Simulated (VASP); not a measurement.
Input of a VASP 6.6.1 run:

The input INCAR:

```
SYSTEM = O
PREC = Accurate
ENCUT = 520
EDIFF = 1E-8
ISMEAR = -1
SIGMA = 0.02
LREAL = .FALSE.
LASPH = .TRUE.
NELM = 100
ALGO = Normal
ISIF = 2
LWAVE = .FALSE.
LCHARG = .FALSE.
GGA = PE
LEFG = .TRUE.
NBANDS = 13
```

File KPOINTS:

```
regular mesh
0
G
  10 10 10
  0 0 0
```

The input POSCAR:

```
O
1.0
    1.4420794467      0.8325849567      3.4531511960
   -1.4420794467      0.8325849567      3.4531511960
    0.0000000000     -1.6651699134      3.4531511960
O
2
Direct
    0.0577000000      0.0577000000      0.0577000000
    0.9423000000      0.9423000000      0.9423000000
```

Potentials or basis: VASP PAW PBE potentials, release 64 (O).

Command:

```sh
$ cat potpaw_PBE.64/O/POTCAR > POTCAR
$ mpirun -np 1 vasp_std > vasp.out
```

Problem. Estimate the largest force.

Solution. 2.812 eV/Å.

Problem. What does it give for the pressure?

Solution. 4.8 GPa.

Electric field gradients, principal values (V/Å²):
```csv
atom,Vxx,Vyy,Vzz
1 O,-61.648,-61.648,123.297
2 O,-61.648,-61.648,123.297
```

Caveat: the standard files for N, O and F lose accuracy on very short bonds; spin is off for a triplet molecule; forces of over 1 eV/Å show positions far from the minimum, so gaps and moduli don't describe the material at rest.
